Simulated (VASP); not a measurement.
A run of VASP 6.6.1 is set up as follows.

The input INCAR:

```
ALGO = Normal ; EDIFF = 1E-6
ENCUT = 520 ; GGA = PE
ISIF = 2 ; ISMEAR = 0
IVDW = 12 ; LASPH = True
LCHARG = False ; LREAL = False
LWAVE = False ; NBANDS = 11
NELM = 100 ; PREC = Accurate
SIGMA = 0.1
```

File KPOINTS:

```
k-points
0
Gamma
  21 21 12
```

Contents of POSCAR:

```
C
1.0
    2.4647271866      0.0000000000      0.0000000000
   -1.2323635933      2.1345163570      0.0000000000
    0.0000000000      0.0000000000      3.5745053369
C
2
Direct
    0.3333333333      0.6666666667      0.0000000000
    0.6666666667      0.3333333333      0.0000000000
```

Potentials or basis: VASP PAW PBE potentials, release 64 (C).

The run is started by

```bash
$ cat potpaw_PBE.64/C/POTCAR > POTCAR
$ mpirun -np 1 vasp_std > vasp.out
```

Q: Predict the pressure.

A: 0.4 GPa.

Q: Predict the dispersion energy per atom.

A: -0.145 eV.

Q: Estimate the band gap on the k mesh.

A: None (metal or under the smearing width).

Stress tensor (GPa, compression positive):
```
 0.65  0.00  0.00
 0.00  0.65  0.00
 0.00  0.00 -0.10
```
